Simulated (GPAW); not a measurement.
As:

```
As
1.0
     4.56640    0.00000    0.00000
    -2.28320    3.95462    0.00000
     0.00000    0.00000    2.83374
As
2
Cartesian
  0.0000 2.6364 0.0000
  2.2832 1.3182 0.0000
```

The cell was built by a generator and needn't be a form met in nature.

* Program: GPAW 26.7.0
* Task: relaxation of cell and atoms
* Functional: revPBE
* Potentials or basis: the program's PAW data sets (release 1.2.1) made for this functional
* Cutoff: 600 eV
* Basis: pw
* k mesh: 6 × 6 × 8
* Occupations: fermi-dirac, width 0.05 eV
* Spin: no spin polarisation

At the start: pressure 0.8 GPa; volume 25.59 Å³/atom.

Question: Where does the relaxation end?

Answer: Over 6 steps the energy falls by 7.3 meV/atom and the volume is 25.82 Å³/atom (+0.9 %); space group P6/mmm (No. 191, to 0.05 Å).

Step by step:
```csv
step,energy change (eV),largest force (eV/Å),pressure (GPa),volume (Å³)
1,0.0000,0.0000,0.83,51.17
2,-0.0054,0.0000,0.57,51.32
3,-0.0146,0.0000,-0.19,51.81
4,-0.0146,0.0000,-0.11,51.74
5,-0.0146,0.0000,-0.08,51.72
6,-0.0147,0.0000,0.00,51.64
```

Final structure:
```
As
1.0
     4.61657    0.00000    0.00000
    -2.30829    3.99807    0.00000
     0.00000    0.00000    2.79777
As
2
Direct
  0.33333 0.66667 0.00000
  0.66666 0.33334 0.00000
```

Caveat: later steps reuse the first step's grids.
